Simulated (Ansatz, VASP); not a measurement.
## One calculation of Be, two programs

```xyz
1
Lattice="-1.2509 1.2509 1.2509 1.2509 -1.2509 1.2509 1.2509 1.2509 -1.2509" Properties=species:S:1:pos:R:3 pbc="T T T"
Be    0.0000    0.0000    0.0000
```

Alike in both runs: functional r2SCAN; k mesh 17 × 17 × 17; occupations fermi-dirac, width 0.1 eV; no spin polarisation.

Ansatz relaxed the structure, and its values are those at the end. VASP's run is a single point on that final structure, the one shown.

|  | VASP | Ansatz |
| --- | --- | --- |
| version | VASP 6.6.1 | Ansatz 0.2.0 |
| potentials or method | VASP PAW PBE potentials, release 64 (Be) | plane waves (500 eV) with PAW, scalar-relativistic |
| plane-wave cutoff (eV) | 520 | 500 |
| valence electrons in the cell | 2 | 2 |

|  | VASP | Ansatz | Ansatz less VASP |
| --- | --- | --- | --- |
| pressure (GPa) | 0.2 | 0.0 | -0.17 |

Caveats: the PAW data sets were made with another functional, which shifts forces and pressure a little (VASP).
